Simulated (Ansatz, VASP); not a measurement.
**Ti: VASP beside Ansatz**

The input INCAR:

```
SYSTEM = Ti
ALGO = Fast ; EDIFF = 1E-7
ENCUT = 520 ; GGA = PE
ISIF = 2 ; ISMEAR = -1
LASPH = .TRUE. ; LCHARG = .FALSE.
LREAL = .FALSE. ; LWAVE = .FALSE.
NBANDS = 12 ; NELM = 80
PREC = Accurate ; SIGMA = 0.05
```

KPOINTS

```
k-points
0
G
  14 14 14
  0 0 0
```

File POSCAR:

```
Ti
1.0
   -1.5917700000      1.5917700000      1.6410000000
    1.5917700000     -1.5917700000      1.6410000000
    1.5917700000      1.5917700000     -1.6410000000
Ti
1
Direct
    0.0000000000      0.0000000000      0.0000000000
```

Input for Ansatz:

```yaml
crystal:
  lattice:
    - [-1.59177, 1.59177, 1.641]
    - [1.59177, -1.59177, 1.641]
    - [1.59177, 1.59177, -1.641]
  atoms:
    - { symbol: Ti, position: [0.0, 0.0, 0.0] }
kpoints:
  mp_grid: { grid: [14, 14, 14] }
scf:
  occupations: { method: fermi_dirac, width: 0.05 }
hamiltonian:
  xc: pbe
  pseudopotentials: { kind: all_electron, lapw: { basis_error: 0.00025 } }
output:
  forces: true
  stress: true
  eigenvalues: true
```

Change from the starting cell: x and y stretched by -3 %, z held.

Alike in both runs: task single point; functional PBE; k mesh 14 × 14 × 14; occupations fermi-dirac, width 0.05 eV; no spin polarisation.

|  | VASP | Ansatz |
| --- | --- | --- |
| version | VASP 6.6.1 | Ansatz 0.2.0 |
| potentials or method | VASP PAW PBE potentials, release 64 (Ti_sv) | all-electron LAPW, scalar-relativistic |
| plane-wave cutoff (eV) | 520 | see its input |

```tsv
	VASP	Ansatz	Ansatz less VASP
pressure (GPa)	3.9	4.2	+0.33
largest component of the traceless stress (GPa)	0.43	0.43	+0.003
```

Ansatz ran all-electron here, so the differences hold the error of VASP's frozen core and of both bases.
